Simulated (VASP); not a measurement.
All values below come from r2SCAN meta-GGA, VASP's PBE PAW potentials (set 64) (plane waves; VASP).

Input for VASP

File KPOINTS:
```
K-points
0
gamma
 6 6 6
```

### INCAR
```
SYSTEM = CsCl
PREC = Accurate; ENCUT = 480; LREAL = .FALSE.
LASPH = .TRUE.
EDIFF = 1E-7; NELM = 100; ALGO = Normal
LMAXMIX = 4; LMIXTAU = .TRUE.
ISMEAR = 0; SIGMA = 0.05
METAGGA = R2SCAN
IBRION = 2; NSW = 30; ISIF = 2
EDIFFG = -0.01
LWAVE = .FALSE.; LCHARG = .FALSE.
```

POSCAR:
```
CsCl
1.0
  4.1428824753  -0.0621432371   0.0000000000
 -0.0621432371   4.1428824753   0.0000000000
  0.0000000000   0.0000000000   4.1428824753
Cs Cl
1 1
Cart
  0.0000000000   0.0000000000   0.0000000000
  2.0403696191   2.0403696191   2.0714412377
```

POTCAR, in this order: Cs_sv Cl (PBE.64 set). Program: vasp_std.

What VASP printed:

**OSZICAR**
```
       N       E                     dE             d eps       ncg     rms          rms(c)
DAV:   1     0.637036918905E+02    0.63704E+02   -0.67800E+03  1248   0.110E+03
DAV:   2    -0.324245907589E+02   -0.96128E+02   -0.89547E+02  1880   0.189E+02
DAV:   3    -0.395086668321E+02   -0.70841E+01   -0.70585E+01  1568   0.580E+01
DAV:   4    -0.395828830922E+02   -0.74216E-01   -0.74170E-01  1476   0.722E+00
DAV:   5    -0.395839330338E+02   -0.10499E-02   -0.10498E-02  1612   0.855E-01    0.237E+00
DAV:   6    -0.357620553345E+02    0.38219E+01   -0.84553E-01  1420   0.862E+00    0.271E+00
DAV:   7    -0.348672666358E+02    0.89479E+00   -0.59264E-01  1432   0.694E+00    0.629E-01
DAV:   8    -0.358961533150E+02   -0.10289E+01   -0.45321E-01  1284   0.626E+00    0.119E+00
DAV:   9    -0.354599608081E+02    0.43619E+00   -0.33347E-01  1252   0.730E+00    0.604E-01
DAV:  10    -0.355031020836E+02   -0.43141E-01   -0.34410E-01  1248   0.631E+00    0.165E-01
DAV:  11    -0.355155789975E+02   -0.12477E-01   -0.11134E-02  1476   0.148E+00    0.172E-01
DAV:  12    -0.355145427961E+02    0.10362E-02   -0.39002E-03  1328   0.866E-01    0.143E-01
DAV:  13    -0.355208854924E+02   -0.63427E-02   -0.55481E-03  1308   0.983E-01    0.489E-02
DAV:  14    -0.355222399537E+02   -0.13545E-02   -0.62688E-04  1420   0.398E-01    0.626E-03
DAV:  15    -0.355222352349E+02    0.47188E-05   -0.94694E-06  1564   0.390E-02    0.366E-03
DAV:  16    -0.355222598989E+02   -0.24664E-04   -0.59971E-05  1328   0.103E-01    0.343E-03
DAV:  17    -0.355222750704E+02   -0.15171E-04   -0.12713E-05  1380   0.444E-02    0.214E-03
DAV:  18    -0.355222745156E+02    0.55476E-06   -0.96119E-07  1496   0.114E-02    0.135E-03
DAV:  19    -0.355222748266E+02   -0.31101E-06   -0.20267E-07  1100   0.569E-03    0.648E-04
DAV:  20    -0.355222748331E+02   -0.64630E-08   -0.56896E-08  1040   0.278E-03
   1 F= -.35522275E+02 E0= -.35522275E+02  d E =-.355223E+02
```

### OUTCAR
```
------------------------ aborting loop because EDIFF is reached ----------------------------------------
  FORCE on cell =-STRESS in cart. coord.  units (eV):
  Direction    XX          YY          ZZ          XY          YZ          ZX
  --------------------------------------------------------------------------------------
  Total       -0.0045846     -0.0045846     -0.0023652      0.1237340      0.0000000      0.0000000
  in kB       -0.1033237     -0.1033237     -0.0533047      2.7886204      0.0000000      0.0000000
  external PRESSURE =      -0.0866507 kB  Pullay stress =       0.0000000 kB
  volume of cell :       71.09
      direct lattice vectors                 reciprocal lattice vectors
     4.142882475 -0.062143237  0.000000000     0.241432157  0.003621482  0.000000000
    -0.062143237  4.142882475  0.000000000     0.003621482  0.241432157  0.000000000
     0.000000000  0.000000000  4.142882475     0.000000000  0.000000000  0.241377834
 POSITION                                       TOTAL-FORCE (eV/Angst)
 -----------------------------------------------------------------------------------
      0.00000      0.00000      0.00000         0.000000      0.000000      0.000000
      2.04037      2.04037      2.07144        -0.000000      0.000000      0.000000
 -----------------------------------------------------------------------------------
    total drift:                                0.000000      0.000000      0.000000
  FREE ENERGIE OF THE ION-ELECTRON SYSTEM (eV)
  ---------------------------------------------------
  free  energy   TOTEN  =       -35.5222748331 eV

  energy  without entropy=      -35.5222748331  energy(sigma->0) =      -35.52227483

 reached required accuracy - stopping structural energy minimisation
```
(Selected blocks of OUTCAR.)

### OUTCAR
```
 val. band max:       -0.7509021110   @ k =   0.0000   0.0000   0.0000

 cond. band min:       5.1471948591   @ k =   0.0000   0.0000   0.0000


 Fermi energy:        -0.5125752220

 k-point     1 :       0.0000    0.0000    0.0000
  band No.  band energies     occupation
      1     -20.6664      2.00000
      2     -13.4735      2.00000
      3      -6.7995      2.00000
      4      -6.7864      2.00000
      5      -6.7741      2.00000
      6      -0.7746      2.00000
      7      -0.7631      2.00000
      8      -0.7509      2.00000
      9       5.1472      0.00000
     10       5.1527      0.00000
     11       5.2215      0.00000
     12       9.8485      0.00000

 k-point     2 :       0.1667    0.0000    0.0000
  band No.  band energies     occupation
      1     -20.6461      2.00000
      2     -13.4831      2.00000
      3      -6.9297      2.00000
      4      -6.7534      2.00000
      5      -6.7531      2.00000
      6      -1.0897      2.00000
      7      -0.8175      2.00000
      8      -0.8170      2.00000
      9       5.3366      0.00000
     10       5.7308      0.00000
     11       5.9130      0.00000
     12       9.7095      0.00000

 k-point     3 :       0.3333    0.0000    0.0000
  band No.  band energies     occupation
      1     -20.6048      2.00000
      2     -13.5049      2.00000
      3      -7.1869      2.00000
      4      -6.6844      2.00000
      5      -6.6844      2.00000
      6      -1.6423      2.00000
      7      -0.9305      2.00000
      8      -0.9301      2.00000
      9       5.8242      0.00000
     10       6.8474      0.00000
     11       7.6377      0.00000
     12       9.4409      0.00000

 k-point     4 :       0.5000   -0.0000    0.0000
  band No.  band energies     occupation
      1     -20.5838      2.00000
      2     -13.5172      2.00000
      3      -7.3032      2.00000
      4      -6.6490      2.00000
      5      -6.6486      2.00000
      6      -1.8849      2.00000
...
```

Unless said otherwise, spin-orbit coupling is left out, though it shifts the bands of the heavy elements here.

The compound is CsCl in the CsCl type structure. This cell was strained or had an atom moved on purpose.
